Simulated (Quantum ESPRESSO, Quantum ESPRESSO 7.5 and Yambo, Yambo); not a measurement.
## BN (Qingsongite): G0W0 with Yambo, start to end

Wanted: ground state, empty states, screening and self-energy for BN (Qingsongite).

Calculated with Quantum ESPRESSO 7.5 and Yambo 5.3.0; PBE and many-body steps on it, plane waves.

Report form: the programs' logs are mostly left out.

### Step 1. The structure

It takes space group F-43m (No. 216, cubic). Conventional cell: a = 3.615 Å, b = 3.615 Å, c = 3.615 Å, α = 90.00°, β = 90.00°, γ = 90.00°. Nearest to B lie 4 N at 1.57 Å. N has 4 B at 1.57 Å nearest. Farther neighbours and most contacts between anions are not listed.

The cell and positions come from the Crystallography Open Database and are kept as given unless a step says otherwise.

### Step 2. Ground state

This step: Quantum ESPRESSO 7.5; DFT, PBE, plane waves, norm-conserving pseudopotentials.

The ground-state density comes first.

pw.in

```
&control
  calculation = 'scf'
  prefix = 'x'
  outdir = 'o'
  pseudo_dir = 'pseudo'
/
&system
  ibrav = 0
  nat = 2
  ntyp = 2
  ecutwfc = 72.0
  nbnd = 9
  force_symmorphic = .true.
/
&electrons
  conv_thr = 1e-10
  electron_maxstep = 80
  mixing_beta = 0.5
/
ATOMIC_SPECIES
  B 10.81 B.upf
  N 14.007 N.upf
CELL_PARAMETERS angstrom
  -0.0000000000 1.8075000000 1.8075000000
  1.8075000000 0.0000000000 1.8075000000
  1.8075000000 1.8075000000 -0.0000000000
ATOMIC_POSITIONS crystal
  B 0.0000000000 0.0000000000 0.0000000000
  N 0.2500000000 0.2500000000 0.2500000000
K_POINTS automatic
  10 10 10 0 0 0
```

Launch:

```
$ OMP_NUM_THREADS=1 mpirun -n 4 pw.x -nk 4 -in pw.in > pw.out
```

Run time: 2.4 s. Hardware: 4 MPI ranks of Arm Neoverse V1, shared host; peak memory 0.17 GiB; 9 s of CPU time.

This step gave:

| Quantity | Value |
| --- | --- |
| total energy | -364.7041 eV |
| gap | 4.535 eV |
| k of the valence top | 0, 0, 0 |
| k of the conduction bottom | 0, -0.5, -0.5 |
| least direct gap | 8.878 eV |

The gap is indirect, with the least direct gap 4.34 eV higher.

### Step 3. Bands along the symmetry lines

The cheap functional maps the bands first; the places of the edges decide which points the dearer methods must see.

pw.in

```
&control
  calculation = 'bands'
  prefix = 'x'
  outdir = 'o'
  pseudo_dir = 'pseudo'
/
&system
  ibrav = 0
  nat = 2
  ntyp = 2
  ecutwfc = 72.0
  nbnd = 10
  force_symmorphic = .true.
/
&electrons
  conv_thr = 1e-9
  electron_maxstep = 80
  diago_full_acc = .true.
  diago_thr_init = 5e-6
/
ATOMIC_SPECIES
  B 10.81 B.upf
  N 14.007 N.upf
CELL_PARAMETERS angstrom
  -0.0000000000 1.8075000000 1.8075000000
  1.8075000000 0.0000000000 1.8075000000
  1.8075000000 1.8075000000 -0.0000000000
ATOMIC_POSITIONS crystal
  B 0.0000000000 0.0000000000 0.0000000000
  N 0.2500000000 0.2500000000 0.2500000000
K_POINTS crystal
  50
  0.00000000 0.00000000 0.00000000 1
  -0.06250000 -0.06250000 0.00000000 1
  -0.12500000 -0.12500000 0.00000000 1
  -0.18750000 -0.18750000 0.00000000 1
  -0.25000000 -0.25000000 0.00000000 1
  -0.31250000 -0.31250000 0.00000000 1
  -0.37500000 -0.37500000 0.00000000 1
  -0.43750000 -0.43750000 0.00000000 1
  -0.50000000 -0.50000000 0.00000000 1
  -0.48437500 -0.48437500 0.03125000 1
  -0.46875000 -0.46875000 0.06250000 1
  -0.45312500 -0.45312500 0.09375000 1
  -0.43750000 -0.43750000 0.12500000 1
  -0.42187500 -0.42187500 0.15625000 1
  -0.40625000 -0.40625000 0.18750000 1
  -0.39062500 -0.39062500 0.21875000 1
  -0.37500000 -0.37500000 0.25000000 1
  -0.37500000 0.00000000 0.37500000 1
  -0.32812500 0.00000000 0.32812500 1
  -0.28125000 0.00000000 0.28125000 1
  -0.23437500 0.00000000 0.23437500 1
  -0.18750000 0.00000000 0.18750000 1
  -0.14062500 0.00000000 0.14062500 1
  -0.09375000 0.00000000 0.09375000 1
  -0.04687500 0.00000000 0.04687500 1
  0.00000000 0.00000000 0.00000000 1
  0.00000000 0.00000000 0.06250000 1
  0.00000000 0.00000000 0.12500000 1
  0.00000000 0.00000000 0.18750000 1
  0.00000000 0.00000000 0.25000000 1
  0.00000000 0.00000000 0.31250000 1
  0.00000000 0.00000000 0.37500000 1
  0.00000000 0.00000000 0.43750000 1
  -0.00000000 -0.00000000 0.50000000 1
  -0.06250000 -0.03125000 0.46875000 1
  -0.12500000 -0.06250000 0.43750000 1
  -0.18750000 -0.09375000 0.40625000 1
  -0.25000000 -0.12500000 0.37500000 1
  -0.31250000 -0.15625000 0.34375000 1
  -0.37500000 -0.18750000 0.31250000 1
  -0.43750000 -0.21875000 0.28125000 1
  -0.50000000 -0.25000000 0.25000000 1
  -0.50000000 -0.28125000 0.21875000 1
  -0.50000000 -0.31250000 0.18750000 1
  -0.50000000 -0.34375000 0.15625000 1
  -0.50000000 -0.37500000 0.12500000 1
  -0.50000000 -0.40625000 0.09375000 1
  -0.50000000 -0.43750000 0.06250000 1
  -0.50000000 -0.46875000 0.03125000 1
  -0.50000000 -0.50000000 0.00000000 1
```

Wall time 1.4 s (4 MPI ranks); peak memory 0.05 GiB.

This step gave:

```yaml
gap: 4.535 eV
k_of_the_valence_top: 0, 0, 0
k_of_the_conduction_bottom: -0.5, -0.5, 0
least_direct_gap: 8.878 eV
```

The gap is 4.535 eV, as in the run before at this level.

Electronic bands along the path, in eV, zero at the top of the highest filled band; v1 is the highest filled band, c1 the lowest empty one:

```csv
point,v4,v3,v2,v1,c1,c2,c3,c4
Γ,-20.21,0.00,0.00,0.00,8.88,8.88,8.88,10.37
halfway,-18.25,-3.97,-3.01,-3.01,6.86,11.62,13.48,13.48
X,-14.62,-8.91,-4.91,-4.91,4.53,9.34,17.91,17.91
halfway,-14.55,-8.69,-5.96,-4.69,5.49,10.28,17.32,17.54
U,-14.54,-8.12,-7.66,-4.08,6.98,12.95,15.84,16.68
jump to K,-14.54,-8.12,-7.66,-4.08,6.98,12.95,15.84,16.68
halfway,-18.03,-5.73,-3.91,-1.12,10.71,10.76,11.24,13.58
Γ,-20.21,0.00,0.00,0.00,8.88,8.88,8.88,10.37
halfway,-18.73,-5.47,-1.13,-1.13,9.70,10.40,10.40,13.57
L,-15.99,-10.68,-1.94,-1.94,10.21,10.78,10.78,15.26
halfway,-15.29,-9.69,-4.82,-3.45,9.66,11.24,14.40,15.79
W,-14.31,-7.58,-6.96,-6.50,9.65,13.35,14.61,14.69
halfway,-14.47,-8.49,-5.77,-5.71,6.58,11.00,16.25,17.43
X,-14.62,-8.91,-4.91,-4.91,4.53,9.34,17.91,17.91
```

### Step 4. Empty states on the mesh, 8×8×8 mesh, 79 bands

The sums over transitions need many empty states on a uniform mesh; this step solves for them.

pw.in

```
&control
  calculation = 'nscf'
  prefix = 'x'
  outdir = 'o'
  pseudo_dir = 'pseudo'
/
&system
  ibrav = 0
  nat = 2
  ntyp = 2
  ecutwfc = 72.0
  nbnd = 79
  force_symmorphic = .true.
/
&electrons
  conv_thr = 1e-9
  electron_maxstep = 80
  diago_full_acc = .true.
  diago_thr_init = 5e-6
/
ATOMIC_SPECIES
  B 10.81 B.upf
  N 14.007 N.upf
CELL_PARAMETERS angstrom
  -0.0000000000 1.8075000000 1.8075000000
  1.8075000000 0.0000000000 1.8075000000
  1.8075000000 1.8075000000 -0.0000000000
ATOMIC_POSITIONS crystal
  B 0.0000000000 0.0000000000 0.0000000000
  N 0.2500000000 0.2500000000 0.2500000000
K_POINTS automatic
  8 8 8 0 0 0
```

The job ended after 4.5 s (4 MPI ranks; peak memory 0.19 GiB).

This step gave:

```yaml
gap: 4.535 eV
k_of_the_valence_top: 0, 0, 0
k_of_the_conduction_bottom: 0, -0.5, -0.5
least_direct_gap: 8.878 eV
k_points_computed: 29
lowest_point_of_the_top_converged_band_above_the_valence_top: 178.2516 eV
```

On this mesh the gap is 4.535 eV.

### Step 5. Conversion and set-up

This step: Yambo 5.3.0; conversion and set-up on PBE, plane waves, norm-conserving pseudopotentials.

The states are converted to the many-body program's format and the q mesh is built.

Launch:

```
$ (cd o/x.save; p2y > p2y.log; mv SAVE ../..); yambo > setup.log
```

It took 2 s on 1 MPI rank; peak memory 0.23 GiB.

### Step 6. Screening and self-energy, 8×8×8 mesh, 79 bands, screening to 217.7 eV

Now the one-shot GW correction: screening in the RPA, then the self-energy of the levels asked for.

This step: G0W0 on PBE, plane waves, norm-conserving pseudopotentials.

gw3.in

```
HF_and_locXC
gw0
dyson
ppa
em1d
rim_cut
RandQpts= 1000000
RandGvec= 1 RL
EXXRLvcs= 72 Ry
VXCRLvcs= 288 Ry
Chimod= "HARTREE"
% BndsRnXp
 1 | 79 |
%
NGsBlkXp= 16 Ry
% LongDrXp
 1 | 1 | 1 |
%
% GbndRnge
 1 | 79 |
%
DysSolver= "n"
ExtendOut
PPAPntXp= 27.21138 eV
% QPkrange
 1 | 1 | 3 | 6 |
 21 | 21 | 3 | 6 |
%
```

Launch:

```
$ OMP_NUM_THREADS=1 mpirun -n 4 yambo -F gw3.in -J gw3 -C gw3 > gw3.log
```

Wall time 91 s (4 MPI ranks); peak memory 1.2 GiB; 6 min of CPU time.

Numbers from this step:

```yaml
g0w0_gap_on_the_points_computed: 5.993 eV
starting_gap_on_the_mesh: 4.535 eV
k_of_the_valence_top: 0, 0, 0
k_of_the_conduction_bottom: 0, -0.5, -0.5
least_direct_g0w0_gap_on_the_computed_points: 10.91 eV
z_at_the_valence_top: 0.8273
z_at_the_conduction_bottom: 0.8538
```

The gap on the mesh goes from 4.53 eV to 5.99 eV, a correction of +1.46 eV.

Limits: finite bands, cutoff and mesh. v1 is the top filled band, c1 the lowest empty one. The levels before and after the correction (eV, zero at the valence-band top of each column):

```csv
,conduction bottom,valence top
Kohn-Sham,4.53,0.00
G0W0,5.99,0.00
```

```
                         level  energy (eV)
Kohn-Sham              Γ v2-v1        0.000
Kohn-Sham              Γ c1-c2        8.878
Kohn-Sham  (0 -0.5 -0.5) v2-v1       -4.907
Kohn-Sham     (0 -0.5 -0.5) c1        4.535
Kohn-Sham     (0 -0.5 -0.5) c2        9.342
     G0W0              Γ v2-v1        0.000
     G0W0              Γ c1-c2       10.906
     G0W0  (0 -0.5 -0.5) v2-v1       -5.387
     G0W0     (0 -0.5 -0.5) c1        5.993
     G0W0     (0 -0.5 -0.5) c2       10.921
```

### Step 7. Where the time went

Times are wall times on the hardware named with each run, good to a factor of about two.

```csv
step,time,share,memory (GiB)
ground state,2.4 s,2 %,0.17
bands along the symmetry lines,1.4 s,1 %,0.05
empty states on the mesh,4.5 s,4 %,0.19
conversion and set-up,2 s,2 %,0.23
screening and self-energy,91 s,90 %,1.2
```

### Step 8. Outcome

| Property | Result |
| --- | --- |
| PBE gap | 4.53 eV, indirect |
| G0W0 gap on the mesh | 5.99 eV |
| GW settings | 8×8×8 mesh, 79 bands, screening to 217.7 eV, Godby-Needs plasmon pole |
| known limits | not at the basis limit |

G0W0 moves the gap on the mesh from 4.53 eV to 5.99 eV (+1.46 eV), with Z of 0.83 and 0.85 at the edges. Only 2 of the mesh's irreducible points were corrected, so a valley elsewhere could overtake. The dearest step here is «screening and self-energy». Bands and cutoff are finite, so the gap is not at the basis limit. The miss can reach some tenths of an eV and take either sign; the mesh is an error of its own. In the G0W0 run levels were corrected at 2 k points alone, so a gap called «on the mesh» is the least over those, and an edge elsewhere would be missed.

[Paths, hosts, dates, memory and timing lines, banners, echoed tables and standing remarks are left out of the program output.]

[Logs are printed without paths, hosts, clocks, repeated set-up lines and the standing remarks that a program may print on its own settings, such as how far it seeks lower states.]

[Runs of the session that timed out or met a known fault of the program may be left out.]

[Hosts, paths, dates, database ids (printed as entryN), source tags and the programs' standing remarks are cut or masked in the printed files.]
